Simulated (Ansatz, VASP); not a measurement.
**Pt in VASP and in Ansatz**

File INCAR:

```
ALGO = Normal ; EDIFF = 1E-7
ENCUT = 520 ; GGA = PE
ISIF = 2 ; ISMEAR = -1
LASPH = True ; LCHARG = False
LREAL = False ; LWAVE = False
NBANDS = 17 ; NELM = 100
PREC = Accurate ; SIGMA = 0.05
```

Contents of KPOINTS:

```
k-points
0
Gamma
  11 11 6
```

File POSCAR:

```
Pt
1.0
    2.7789487024      0.0000000000      0.0000000000
   -1.3894743512      2.4066401720      0.0000000000
    0.0000000000      0.0000000000      4.8238709117
Pt
2
Direct
    0.3333333333      0.6666666667      0.2500000000
    0.6666666667      0.3333333333      0.7500000000
```

File input.yaml:

```yaml
crystal:
  lattice:
    - [2.7789487024, 0.0, 0.0]
    - [-1.3894743512, 2.406640172, 0.0]
    - [0.0, 0.0, 4.8238709117]
  atoms:
    - { symbol: Pt, position: [0.3333333333, 0.6666666667, 0.25] }
    - { symbol: Pt, position: [0.6666666667, 0.3333333333, 0.75] }
hamiltonian:
  xc: pbe
  pseudopotentials: { kind: paw }
kpoints:
  mp_grid: { grid: [11, 11, 6] }
scf:
  occupations: { method: fermi_dirac, width: 0.05 }
output:
  forces: true
  stress: true
  eigenvalues: true
```

Change from the starting cell: volume scaled by 1.02.

Alike in both runs: task single point; functional PBE; k mesh 11 × 11 × 6; occupations fermi-dirac, width 0.05 eV; no spin polarisation.

```csv
,VASP,Ansatz
version,VASP 6.6.1,Ansatz 0.2.0
potentials or method,"VASP PAW PBE potentials, release 64 (Pt)",Ansatz PAW
plane-wave cutoff (eV),520,420
valence electrons in the cell,20,36
```

VASP gave:

- gap on the k mesh at the Fermi level (eV): none
- pressure (GPa): -5.5
- largest component of the traceless stress (GPa): 0.63

Problem. Which values does Ansatz return?

Solution. gap on the k mesh at the Fermi level (eV): none; pressure (GPa): -5.1; largest component of the traceless stress (GPa): 0.58.

A gap of «none» marks a metal or a gap that the smearing closes. The two sets of potentials don't hold the same shells in valence.

Spin-orbit coupling is left out, which matters for the levels of Pt.
